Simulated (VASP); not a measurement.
# Settings for BAs: GW0 in imaginary time, energies updated in G on PBE

BAs, F-43m (no. 216), 2 atoms in the cell. PBE, GW; PAW potentials As_GW, B_GW (PBE set). VASP 6.6.1.

Wanted: quasiparticle gap at the zone centre within 0.1 eV; correction of the gap between the band edges on the mesh within 0.1 eV.

GW scheme: evGW0 low-scaling; Iterations: 4; Orbital cutoff (eV): 400.

Correction of the gap between the band edges on the mesh: the quasiparticle gap less the starting one, both between the band edges that the mesh holds (often an indirect gap), so it isn't the difference to the zone-centre gap.

POSCAR:
```
BAs
1.0
    0.0000000000      2.3885000000      2.3885000000
    2.3885000000      0.0000000000      2.3885000000
    2.3885000000      2.3885000000      0.0000000000
As B
1 1
Direct
    0.7500000000      0.7500000000      0.7500000000
    0.0000000000      0.0000000000      0.0000000000
```

The series start from Grid for exchange (PRECFOCK): Normal; Frequency points: 12; Response cutoff (eV): 130; Band count: filled + 1.5 x plane waves under ENCUTGW; k mesh: 2 2 2; Groups of time points: set by MAXMEM. Each series keeps the choices made before it, and each single choice may use up half of a tolerance. Times cover all steps of a run.

## Grid for exchange (PRECFOCK)

| Grid for exchange (PRECFOCK) | Quasiparticle gap at the zone centre (eV) | Correction of the gap between the band edges on the mesh (eV) | Time (s) |
|---|---|---|---|
| Normal | 4.00 | 0.38 | 145 |
| Fast | 4.00 | 0.38 | 27 |
| Low | 4.00 | 0.38 | 28 |

## Frequency points

| Frequency points | Quasiparticle gap at the zone centre (eV) | Correction of the gap between the band edges on the mesh (eV) | Time (s) |
|---|---|---|---|
| 4 | 7.32 | 3.31 | 11 |
| 6 | 4.70 | 0.74 | 17 |
| 8 | 3.74 | 0.29 | 19 |
| 12 | 4.00 | 0.38 | 27 |
| 16 | 3.97 | 0.37 | 38 |
| 20 (reference) | 3.99 | 0.38 | 52 |

## Response cutoff (eV)

| Response cutoff (eV) | Quasiparticle gap at the zone centre (eV) | Correction of the gap between the band edges on the mesh (eV) | Time (s) |
|---|---|---|---|
| 100 | 3.94 | 0.30 | 26 |
| 130 | 4.00 | 0.38 | 27 |
| 160 | 4.02 | 0.42 | 28 |
| 200 | 4.04 | 0.46 | 30 |
| 250 (reference) | 4.04 | 0.48 | 38 |

## Band count

| Band count | Quasiparticle gap at the zone centre (eV) | Correction of the gap between the band edges on the mesh (eV) | Time (s) |
|---|---|---|---|
| filled + 0.15 x plane waves under ENCUTGW | 4.00 | 0.29 | 28 |
| filled + 0.3 x plane waves under ENCUTGW | 4.01 | 0.38 | 30 |
| filled + 0.6 x plane waves under ENCUTGW | 4.05 | 0.44 | 31 |
| filled + 1.0 x plane waves under ENCUTGW | 4.04 | 0.45 | 34 |
| filled + 1.5 x plane waves under ENCUTGW | 4.04 | 0.46 | 30 |
| filled + 2.0 x plane waves under ENCUTGW (reference) | 4.02 | 0.46 | 38 |

## k mesh

| k mesh | Quasiparticle gap at the zone centre (eV) | Correction of the gap between the band edges on the mesh (eV) | Time (s) |
|---|---|---|---|
| 2 2 2 | 4.05 | 0.44 | 31 |
| 3 3 3 | 4.14 | 0.65 | 152 |
| 4 4 4 (reference) | 4.17 | 0.55 | 484 |

## Groups of time points

| Groups of time points | Quasiparticle gap at the zone centre (eV) | Correction of the gap between the band edges on the mesh (eV) | Time (s) |
|---|---|---|---|
| set by MAXMEM | 4.17 | 0.55 | 484 |
| 2 | 4.17 | 0.55 | 477 |
| 4 | 4.17 | 0.55 | 417 |

## Question

The rows run from the loosest to the tightest (no order: grid for exchange, groups of time points). For each series: choose the loosest value from which every tighter one stays within half of the tolerance; where there is no order, keep the first row unless others stay within half of the tolerance and take at least 30 % less time, and then take the fastest.

## Answer

- Grid for exchange (PRECFOCK): Fast
- Frequency points: 12
- Response cutoff (eV): 200
- Band count: filled + 0.6 x plane waves under ENCUTGW
- k mesh: 4 4 4, the tightest run, since the next looser one is off by more than half of the tolerance (convergence isn't shown beyond it)
- Groups of time points: set by MAXMEM

The choices weren't compared together with a run at all the tightest settings, so their joint error isn't shown.

## The input

INCAR.step1:
```
SYSTEM = BAs
PREC = Accurate
ENCUT = 400
ISMEAR = 0
SIGMA = 0.05
LASPH = .TRUE.
LREAL = .FALSE.
GGA = PE
ALGO = Normal
EDIFF = 1E-8
NELM = 150
LWAVE = .TRUE.
LCHARG = .FALSE.
```

INCAR.step2, as INCAR.step1 but for:
```
- ALGO = Normal
- NELM = 150
+ ALGO = Exact
+ NELM = 1
+ ISTART = 1
+ NBANDS = 108
+ LOPTICS = .TRUE.
```

INCAR.step3:
```
SYSTEM = BAs
PREC = Accurate
ENCUT = 400
ISMEAR = 0
SIGMA = 0.05
LASPH = .TRUE.
LREAL = .FALSE.
GGA = PE
ALGO = EVGW0R
NBANDS = 108
NBANDSGW = 8
ENCUTGW = 200
NOMEGA = 12
PRECFOCK = Fast
ISTART = 1
LWAVE = .FALSE.
LCHARG = .FALSE.
NELMGW = 4
MAXMEM = 1800
LFOCKSTD = .TRUE.
```

KPOINTS:
```
Automatic mesh
0
Gamma
  4 4 4
  0 0 0
```

Commands (each step's output is kept before the next begins):
```
cat potpaw_PBE.64/As_GW/POTCAR potpaw_PBE.64/B_GW/POTCAR > POTCAR
cp INCAR.step1 INCAR
mpirun -np 4 vasp_std > vasp.out
cp INCAR.step2 INCAR
mpirun -np 4 vasp_std > vasp.out
cp INCAR.step3 INCAR
mpirun -np 4 vasp_std > vasp.out
```

Limits: the sum over empty states is short: their number is 0.6 times that of the plane waves under the response cutoff.

The chosen input took VASP 6.6.1 484 s on 4 cores (Intel Xeon 6975P-C (Granite Rapids)), a shared host.

## An input that fails: LOPTICS left out

It runs to its end, but against the unchanged starting input it is off by 6.15 eV in the quasiparticle gap at the zone centre, 6.18 eV in the correction of the gap between the band edges on the mesh.

Changes against the starting input:
```
(step 2)
- LOPTICS = True
```
